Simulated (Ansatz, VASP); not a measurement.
## One calculation of Sb, two programs

```
Sb
1.0
     3.22198    0.00000    0.00000
     0.00000    3.22198    0.00000
     0.00000    0.00000    3.22198
Sb
1
Direct
  0.00000 0.00000 0.00000
```

Change from the starting cell: volume scaled by 1.06.

Alike in both runs: task single point; functional PBE; k mesh 8 × 8 × 8; occupations fermi-dirac, width 0.05 eV; no spin polarisation.

|  | VASP | Ansatz |
| --- | --- | --- |
| version | VASP 6.6.1 | Ansatz 0.2.0 |
| potentials or method | VASP PAW PBE potentials, release 64 (Sb), cutoff 520 eV | all-electron LAPW, scalar-relativistic |

```tsv
	VASP	Ansatz	Ansatz less VASP
gap on the k mesh at the Fermi level (eV)	none	none	-
pressure (GPa)	-4.6	-4.6	+0.06
```

A gap of «none» marks a metal or a gap that the smearing closes. Ansatz ran all-electron here, so the differences hold the error of VASP's frozen core and of both bases.

The runs have no spin-orbit coupling, so splittings on Sb are missing.
